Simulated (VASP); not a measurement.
TaN:

```
Ta N
1.0
     2.92177    0.00000    0.00000
    -1.46088    2.53033    0.00000
     0.00000    0.00000    5.91652
Ta N
2 2
Direct
  0.00000 0.00000 0.50000
  0.00000 0.00000 0.00000
  0.33333 0.66667 0.25000
  0.66667 0.33333 0.75000
```

The cell comes from a database or a generator and needn't be the stable form of this composition.

```yaml
Program: VASP 6.6.1
Task: relaxation of cell and atoms
Functional: LDA
Potentials_or_basis: VASP PAW LDA potentials, release 64 (Ta_pv, N)
Cutoff: 600 eV
k_mesh: 7 × 7 × 4
Occupations: fermi-dirac, width 0.05 eV
Spin: no spin polarisation
```

At the start: pressure -15.4 GPa; volume 10.94 Å³/atom.

Where does the relaxation end?

Over 7 steps the energy falls by 24.5 meV/atom and the volume is 10.44 Å³/atom (-4.6 %); space group P6_3/mmc (No. 194, to 0.05 Å).

Step by step:
```
step  energy change (eV)  largest force (eV/Å)  pressure (GPa)  volume (Å³)
   1              0.0000                0.0000          -15.36        43.74
   2              0.5482                0.0000           52.27        37.43
   3             -0.0970                0.0000           -0.71        41.87
   4             -0.0971                0.0000           -0.15        41.81
   5             -0.0971                0.0000            0.20        41.77
   6             -0.0974                0.0000            0.27        41.73
   7             -0.0979                0.0000            0.26        41.75
```

Final structure:
```
Ta N
1.0
     2.87337    0.00000    0.00000
    -1.43669    2.48841    0.00000
     0.00000    0.00000    5.83890
Ta N
2 2
Cartesian
  0.0000 0.0000 2.9194
  0.0000 0.0000 0.0000
  0.0000 1.6589 1.4597
  1.4367 0.8295 4.3792
```
